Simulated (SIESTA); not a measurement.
Fe:

```xyz
1
Lattice="-1.4430 1.4430 1.4430 1.4430 -1.4430 1.4430 1.4430 1.4430 -1.4430" Properties=species:S:1:pos:R:3 pbc="T T T"
Fe    0.0000    0.0000    0.0000
```

Base run:

* Program: SIESTA 5.4.2
* Functional: PBE
* Potentials or basis: PseudoDojo 0.4 standard (PBE files)
* Basis: DZP (energy shift 0.003 Ry; two zetas on semicore shells)
* Grid cutoff: 800 Ry
* Energy shift: 0.003 Ry
* k mesh: 13 × 13 × 13
* Occupations: fermi-dirac, width 0.05 eV
* Spin: collinear spin, ferromagnetic start
* Starting moments: [3.0] μB

Its results: band gap on the k mesh none (metal or under the smearing width); pressure -6.8 GPa; net moment 2.44 μB per cell; site moments Fe +2.44 μB.

Q: The run is repeated on the same cell with these changes: k mesh from 13 × 13 × 13 to 9 × 9 × 9. What comes out?

A: Band gap on the k mesh none (metal or under the smearing width); pressure -5.3 GPa; net moment 2.51 μB per cell; site moments Fe +2.51 μB.

Caveats: short orbitals over semicore shells can move pressures by several GPa; the basis of atomic orbitals isn't converged, which shifts pressures, moduli and gaps.
